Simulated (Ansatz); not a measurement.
Theory: Ansatz, DFT PBE, scalar-relativistic, plane waves, PAW. Settings: cutoff 420 eV, Γ-centred meshes spaced at most about 0.3 Å⁻¹, and about 0.25 Å⁻¹ or finer for metals (2π included), Gaussian smearing. No spin polarisation in the final relaxations.

All energies are static (0 K, no zero-point motion).

Two relaxed structures of Al:

A.

Space group P6_3/mmc (No. 194). a = 2.857 Å, b = 2.857 Å, c = 4.710 Å, α = 90.00°, β = 90.00°, γ = 120.00°
```json
{"atom": "Al", "site": "2c", "symmetry": "-6m2", "x": "0.6667", "y": "0.3333", "z": "0.7500"}
```

B.

Space group Pm-3m (No. 221). a = 2.722 Å, b = 2.722 Å, c = 2.722 Å, α = 90.00°, β = 90.00°, γ = 90.00°
```
atom  site  symmetry       x       y       z
  Al    1a      m-3m  0.0000  0.0000  0.0000
```

Problem. Which form is favoured at zero pressure, and by what margin per atom?

Solution. A is lower, by 0.34 eV/atom. A has the hcp type, space group P6_3/mmc (No. 194), 16.6 Å³/atom and no gap on its mesh; B has the simple cubic type, space group Pm-3m (No. 221), 20.2 Å³/atom and no gap. Counting all near atoms (those within 1.25 times the shortest distance at each site), A has Al 12 and B has Al 6. The denser one is the lower, and pressure would at first widen the difference. Both come from invented guesses. The part of the Crystallography Open Database at hand lists Al in space groups No. 225, 229; no cell shown has one of them.

Cells relaxed within their symmetry can be saddle points.

The preference for the hcp form by 0.34 eV/atom is what is expected of a nearly-free-electron sp metal. Aluminium's three valence electrons are largely delocalised, and with little directional bonding to reward an open network, the energy favours many neighbours and efficient packing. The simple cubic form partly compensates for having 6 neighbours instead of 12 by shortening its contacts to 2.722 Å, against 2.857 Å within the hexagonal layers. This is the usual bond-order effect, in which fewer bonds are individually stronger, but here the gain per bond doesn't make up for the lost coordination.

The result ranks a close-packed structure against an open one; it doesn't identify the ground state of aluminium, which is known to be fcc. Since fcc and hcp share the same nearest-neighbour count and differ only in the stacking of their layers, the energy separating them should be much smaller than the gap found here. It depends on finer details of the band structure and Fermi surface, which a coordination argument can't resolve.
